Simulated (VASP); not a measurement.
# TePt (spin) (R-3m) in VASP: a series of runs

The runs below take TePt (spin) through single point, with PBEsol+D3(BJ).

All numbers are computed with VASP 6.6.1; they aren't measurements. Logs are shortened: lines on timing, memory, paths and dates and some standing lists are left out, and cuts for length are marked.

## 1. The crystal as given

The structure is trigonal, space group R-3m (No. 166). Conventional cell: a = 3.924 Å, b = 3.924 Å, c = 19.161 Å, α = 90.00°, β = 90.00°, γ = 120.00°. Te (site symmetry 3m) has 3 Pt at 2.58 Å as nearest neighbours. Pt (site symmetry 3m) is surrounded by 3 Te at 2.58 Å and 3 Pt at 2.68 Å.

## 2. Single point, PBEsol+D3(BJ)

File INCAR:

```
SYSTEM = TePt
ALGO = Fast
EDIFF = 1E-6
ENCUT = 520
GGA = PS
ISIF = 2
ISMEAR = 0
IVDW = 12
LASPH = .TRUE.
LCHARG = .FALSE.
LREAL = .FALSE.
LWAVE = .FALSE.
NBANDS = 24
NELM = 100
PREC = Accurate
SIGMA = 0.1
```

File KPOINTS:

```
k-points
0
G
  12 12 12
  0 0 0
```

File POSCAR:

```
TePt
1.0
    1.9620349789      1.1327814232      6.3868564941
   -1.9620349789      1.1327814232      6.3868564941
    0.0000000000     -2.2655628465      6.3868564941
Te Pt
2 2
Direct
    0.6018255998      0.6018255998      0.6018255998
    0.3981744002      0.3981744002      0.3981744002
    0.8708207418      0.8708207418      0.8708207418
    0.1291792582      0.1291792582      0.1291792582
```

Potentials or basis: VASP PAW PBE potentials, release 64 (Te, Pt).

On the command line:

```
$ cat potpaw_PBE.64/Te/POTCAR potpaw_PBE.64/Pt/POTCAR > POTCAR
$ mpirun -np 1 vasp_std > vasp.out
```

OUTCAR:

```text
SYSTEM = TePt
   EDIFF = 1E-6
   ENCUT = 520
   GGA = PS
   ISIF = 2
   ISMEAR = 0
   IVDW = 12
   LASPH = .TRUE.
   LREAL = .FALSE.
   NELM = 100
   PREC = Accurate
 IVDW          = 12

 ion  position               nearest neighbor table
   1  0.602  0.602  0.602-   3 2.58   3 2.58   3 2.58   2 3.36   2 3.36   2 3.36   4 3.50   4 3.50
                             4 3.50
   2  0.398  0.398  0.398-   4 2.58   4 2.58   4 2.58   1 3.36   1 3.36   1 3.36   3 3.50   3 3.50
                             3 3.50
   3  0.871  0.871  0.871-   1 2.58   1 2.58   1 2.58   4 2.68   4 2.68   4 2.68   2 3.50   2 3.50
                             2 3.50
   4  0.129  0.129  0.129-   2 2.58   2 2.58   2 2.58   3 2.68   3 2.68   3 2.68   1 3.50   1 3.50
                             1 3.50

  LATTYP: Found a trigonal (rhomboedric) cell.
 ALAT       =     6.7767773231
 COS(alpha) =     0.8323525098

  Lattice vectors:

 A1 = (   1.9620349789,   1.1327814232,   6.3868564941)
 A2 = (  -1.9620349789,   1.1327814232,   6.3868564941)
 A3 = (   0.0000000000,  -2.2655628465,   6.3868564941)

Analysis of symmetry for initial positions (statically):
=====================================================================
 Subroutine PRICEL returns:
 Original cell was already a primitive cell.

 Routine SETGRP: Setting up the symmetry group for a
 trigonal (rhombohedral) supercell.

 Subroutine GETGRP returns: Found 12 space group operations
 (whereof 12 operations were pure point group operations)
 out of a pool of 12 trial point group operations.

The static configuration has the point symmetry D_3d.

Analysis of symmetry for dynamics (positions and initial velocities):
=====================================================================
 Subroutine PRICEL returns:
 Original cell was already a primitive cell.

 Routine SETGRP: Setting up the symmetry group for a
 trigonal (rhombohedral) supercell.

 Subroutine GETGRP returns: Found 12 space group operations
 (whereof 12 operations were pure point group operations)
 out of a pool of 12 trial point group operations.

The dynamic configuration has the point symmetry D_3d.

 Subroutine INISYM returns: Found 12 space group operations
 (whereof 12 operations are pure point group operations),
 and found     1 'primitive' translations

----------------------------------------------------------------------------------------

                                     Primitive cell

  volume of cell :      85.1709

  direct lattice vectors                    reciprocal lattice vectors
     1.962034979  1.132781423  6.386856494     0.254837455  0.147130473  0.052190516
    -1.962034979  1.132781423  6.386856494    -0.254837455  0.147130473  0.052190516
     0.000000000 -2.265562846  6.386856494     0.000000000 -0.294260946  0.052190516

  length of vectors
     6.776777323  6.776777323  6.776777323     0.298853399  0.298853399  0.298853399

  position of ions in fractional coordinates (direct lattice)
     0.601825600  0.601825600  0.601825600
     0.398174400  0.398174400  0.398174400
     0.870820742  0.870820742  0.870820742
     0.129179258  0.129179258  0.129179258

  ion indices of the primitive-cell ions
   primitive index   ion index
                 1           1
                 2           2
                 3           3
                 4           4

----------------------------------------------------------------------------------------

 KPOINTS: k-points

Automatic generation of k-mesh.
 Grid dimensions read from file:
 generate k-points for:   12   12   12

 Generating k-lattice:

  Cartesian coordinates                     Fractional coordinates (reciprocal lattice)
     0.021236455  0.012260873  0.004349210     0.083333333  0.000000000  0.000000000
    -0.021236455  0.012260873  0.004349210     0.000000000  0.083333333  0.000000000
     0.000000000 -0.024521746  0.004349210     0.000000000  0.000000000  0.083333333

  Length of vectors
     0.024904450  0.024904450  0.024904450

  Shift w.r.t. Gamma in fractional coordinates (k-lattice)
     0.000000000  0.000000000  0.000000000

 Subroutine IBZKPT returns following result:
 ===========================================

 Found    189 irreducible k-points:

 Following reciprocal coordinates:
            Coordinates               Weight
  0.000000  0.000000  0.000000      1.000000
  0.083333  0.000000  0.000000      6.000000
  0.166667  0.000000 -0.000000      6.000000
  0.250000  0.000000  0.000000      6.000000
  0.333333  0.000000  0.000000      6.000000
  0.416667  0.000000  0.000000      6.000000
[... 16 lines left out ...]
  0.500000  0.166667  0.000000     12.000000
 -0.416667  0.166667  0.000000     12.000000
 [... further k-points ...]
   k-points           NKPTS =    189   k-points in BZ     NKDIM =    189   number of bands    NBANDS=     24
   number of dos      NEDOS =    301   number of ions     NIONS =      4
   total plane-waves  NPLWV = 125000
   dimension x,y,z NGX =    50 NGY =   50 NGZ =   50
   dimension x,y,z NGXF=   100 NGYF=  100 NGZF=  100
   ions per type =               2   2
   NGX,Y,Z   is equivalent  to a cutoff of  12.27, 12.27, 12.27 a.u.
   NGXF,Y,Z  is equivalent  to a cutoff of  24.53, 24.53, 24.53 a.u.
 SYSTEM =  TePt
   PREC   = accura    normal or accurate (medium, high low for compatibility)
   ISTART =      0    job   : 0-new  1-cont  2-samecut
   ICHARG =      2    charge: 1-file 2-atom 10-const
   ISPIN  =      1    spin polarized calculation?
   LNONCOLLINEAR =      F non collinear calculations
   LSORBIT =      F    spin-orbit coupling
   LASPH  =      T    aspherical Exc in radial PAW
   ENCUT  =  520.0 eV  38.22 Ry    6.18 a.u.  12.60 12.60 12.60*2*pi/ulx,y,z
   NELM   =    100;   NELMIN=  2; NELMDL= -5     # of ELM steps
   EDIFF  = 0.1E-05   stopping-criterion for ELM
   LREAL  =      F    real-space projection
   EDIFFG = 0.1E-04   stopping-criterion for IOM
   NSW    =      0    number of steps for IOM
   IBRION =     -1    ionic relax: 0-MD 1-quasi-New 2-CG
   NFREE  =      0    steps in history (QN), initial steepest desc. (CG)
   ISIF   =      2    stress and relaxation
   ISYM   =      2    0-nonsym 1-usesym 2-fastsym
   POTIM  = 0.5000    time-step for ionic-motion
   TEBEG  =    0.0;   TEEND  =   0.0 temperature during run
   PSTRESS=    0.0 pullay stress
   NELECT =      32.0000    total number of electrons
   NUPDOWN=      -1.0000    fix difference up-down
   EMIN   =  10.00;   EMAX   =-10.00  energy-range for DOS
   EFERMI =   0.00;   METHOD = LEGACY
   ISMEAR =     0;   SIGMA  =   0.10  broadening in eV -4-tet -1-fermi 0-gaus
   EFERMI_NEDOS =   21; number of points for ismear=-14 and -15
   IALGO  =     68    algorithm
   IMIX   =      4    mixing-type and parameters
     AMIX     =   0.40;   BMIX     =  1.00
     AMIX_MAG =   1.60;   BMIX_MAG =  1.00
  volume/ion in A,a.u.               =      21.29       143.69
  Fermi-wavevector in a.u.,A,eV,Ry     =   1.181302  2.232338 18.986593  1.395475
  Thomas-Fermi vector in A             =   2.317578
   LORBIT       =      0    0 simple, 1 ext, 2 COOP (PROOUT), +10 PAW based schemes
   GGA     = PS    functional components
   LHFCALC =     F    Hartree Fock is set to
   AEXX    =    0.0000 exact exchange contribution
   IVDW    =    12    specifies the selected vdW correction
   LEPSILON=     F    determine dielectric tensor
   LRPA    =     F    only Hartree local field effects (RPA)
 non-spin polarized calculation
 RMM-DIIS sequential band-by-band and
 Gauss-broadening in eV      SIGMA  =   0.10
  energy-cutoff  :      520.00
  volume of cell :       85.17
 maximum number of plane-waves:      2322
   NGX = 25   NGY = 25   NGZ = 25

 number of electron      32.0000000 magnetization

 Free energy of the ion-electron system (eV)
  ---------------------------------------------------
  ext. energy  EPLUGINS =         0.00000000
  ---------------------------------------------------
  free energy    TOTEN  =       -22.30312833 eV

  energy without entropy =      -22.29384130  energy(sigma->0) =      -22.29848482

 E-fermi :   9.1572     XC(G=0): -11.3898

 val. band max:        9.1499597336   @ k =   0.1667   0.1667   0.1667
 cond. band min:       9.1616512359   @ k =   0.4167   0.0833   0.0000
 fundamental gap:      0.0116915023
 Fermi energy:         9.1572132072

 k-point     1 :       0.0000    0.0000    0.0000
  band No.  band energies     occupation
      1      -4.6104      2.00000
      2      -2.5913      2.00000
      3       1.9157      2.00000
      4       3.4601      2.00000
      5       3.4601      2.00000
      6       4.1955      2.00000
[... 16 lines left out ...]
     23      15.4912      0.00000
     24      16.9521      0.00000

 k-point     2 :       0.0833    0.0000    0.0000
  band No.  band energies     occupation
      1      -4.5332      2.00000
      2      -2.5711      2.00000
      3       2.0009      2.00000
      4       3.4747      2.00000
      5       3.5125      2.00000
      6       4.0908      2.00000
[... 16 lines left out ...]
     23      15.7099      0.00000
     24      16.3241      0.00000

 k-point     3 :       0.1667    0.0000   -0.0000
  band No.  band energies     occupation
      1      -4.3107      2.00000
      2      -2.5093      2.00000
      3       2.2144      2.00000
      4       3.5297      2.00000
      5       3.5457      2.00000
      6       3.8850      2.00000
[... 16 lines left out ...]
     23      16.2282      0.00000
     24      16.5209      0.00000
[... 514 lines left out ...]
 k-point    23 :       0.5000    0.1667    0.0000
  band No.  band energies     occupation
      1      -3.0379      2.00000
      2      -2.3205      2.00000
      3       2.4123      2.00000
      4       2.8204      2.00000
      5       3.7874      2.00000
      6       4.3140      2.00000
[... 16 lines left out ...]
     23      16.9091      0.00000
     24      18.0053      0.00000

 k-point    24 :      -0.4167    0.1667    0.0000
  band No.  band energies     occupation
      1      -2.8977      2.00000
      2      -2.3159      2.00000
      3       2.4482      2.00000
      4       2.7223      2.00000
      5       3.7834      2.00000
      6       4.3206      2.00000
[... 16 lines left out ...]
     23      17.0729      0.00000
     24      18.7565      0.00000

 [... further k-points ...]

------------------------ aborting loop because EDIFF is reached ----------------------------------------

 Edisp (eV)   -2.34347

 E8    (eV) :    -1.5944

  FORCE on cell =-STRESS in cart. coord.  units (eV):
  Direction    XX          YY          ZZ          XY          YZ          ZX
  --------------------------------------------------------------------------------------
  -------------------------------------------------------------------------------------
  Total      -0.08079    -0.08079    -0.06701     0.00000     0.00000     0.00000
  in kB      -1.51980    -1.51980    -1.26050     0.00000     0.00000     0.00000
  external pressure =       -1.43 kB  Pullay stress =        0.00 kB

 VOLUME and BASIS-vectors are now :
 -----------------------------------------------------------------------------
  energy-cutoff  :      520.00
  volume of cell :       85.17
      direct lattice vectors                 reciprocal lattice vectors
     1.962034979  1.132781423  6.386856494     0.254837455  0.147130473  0.052190516
    -1.962034979  1.132781423  6.386856494    -0.254837455  0.147130473  0.052190516
     0.000000000 -2.265562846  6.386856494     0.000000000 -0.294260946  0.052190516

 POSITION                                       TOTAL-FORCE (eV/Angst)
 -----------------------------------------------------------------------------------
      0.00000     -0.00000     11.53132         0.000000      0.000000     -0.008577
      0.00000     -0.00000      7.62925         0.000000     -0.000000      0.008577
      0.00000     -0.00000     16.68542         0.000000      0.000000     -0.001940
      0.00000     -0.00000      2.47515         0.000000     -0.000000      0.001940
 -----------------------------------------------------------------------------------
    total drift:                                0.000000     -0.000000      0.000000

  FREE ENERGIE OF THE ION-ELECTRON SYSTEM (eV)
  ---------------------------------------------------
  free  energy   TOTEN  =       -24.6466029093 eV

  energy  without entropy=      -24.6373158762  energy(sigma->0) =      -24.64195939
```

Wall time 16 min (1 thread of Intel Xeon Platinum 8488C (Sapphire Rapids), shared host); peak memory 0.6 GiB.

What came out:

* Free energy: -24.6466 eV
* Pressure: -0.1 GPa
* Largest force: 0.009 eV/Å
* Band gap on the k mesh: none (metal or under the smearing width)
* Dispersion energy per atom: -0.586 eV

Forces on the atoms (eV/Å):
```
Te   0.000  0.000 -0.009
Te   0.000  0.000  0.009
Pt   0.000  0.000 -0.002
Pt   0.000  0.000  0.002
```

Levels at points of the mesh, in eV from the Fermi level:
```tsv
k point	band 14	band 15	band 16	band 17	band 18	band 19
(0.00, 0.00, 0.00)	0.47	0.47	1.08	1.40	3.05	3.05
(0.50, 0.00, 0.00)	-2.03	-1.87	-0.97	0.36	1.17	2.08
(0.50, 0.50, 0.00)	-2.00	-1.76	-1.45	-1.09	2.85	4.28
(0.50, 0.50, 0.50)	-1.68	1.32	1.32	1.73	1.73	3.78
```

Caveat: the PAW data sets were made with another functional, which shifts forces and pressure a little; pairwise dispersion overbinds metals, which lowers pressure and volume. Spin-orbit coupling is left out, which matters for the levels of Pt, Te.

[end of part 1 of 2]
